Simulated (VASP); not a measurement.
Wanted: the native input for a VASP 6.6.1 run.

| Property | Result |
| --- | --- |
| Task | single point |
| Functional | PBE |
| Potentials or basis | VASP PAW PBE potentials, release 64 (W_sv, C) |
| Cutoff | 520 eV |
| k mesh | 10 × 10 × 9 |
| Occupations | gaussian, width 0.029 eV |
| Spin | no spin polarisation |
| Further INCAR settings | ALGO = Normal; EDIFF = 1e-07 |

The structure of WC (Qusongite) lies in POSCAR:

```
WC
1.0
    2.9065000000      0.0000000000      0.0000000000
   -1.4532500000      2.5171028361      0.0000000000
    0.0000000000      0.0000000000      2.8366000000
W C
1 1
Direct
    0.0000000000      0.0000000000      0.0000000000
    0.6666666667      0.3333333333      0.5000000000
```

One way to write it, as run:

INCAR

```
ALGO = Normal
EDIFF = 1E-7
ENCUT = 520
GGA = PE
ISIF = 2
ISMEAR = 0
LASPH = T
LCHARG = F
LREAL = F
LWAVE = F
NELM = 80
PREC = Accurate
SIGMA = 0.028999999999999998
```

KPOINTS

```
k-points
0
Gamma
  10 10 9
```

Potentials or basis: VASP PAW PBE potentials, release 64 (W_sv, C).

Run with:

```console
$ cat potpaw_PBE.64/W_sv/POTCAR potpaw_PBE.64/C/POTCAR > POTCAR
$ mpirun -np 1 vasp_std > vasp.out
```

It gave:

The pressure is 6.7 GPa. The band gap on the k mesh is none (metal or under the smearing width).

Wall time 6.6 s on 1 thread of Intel(R) Xeon(R) 6975P-C (Granite Rapids), with other jobs on the host, peak memory 0.15 GiB.
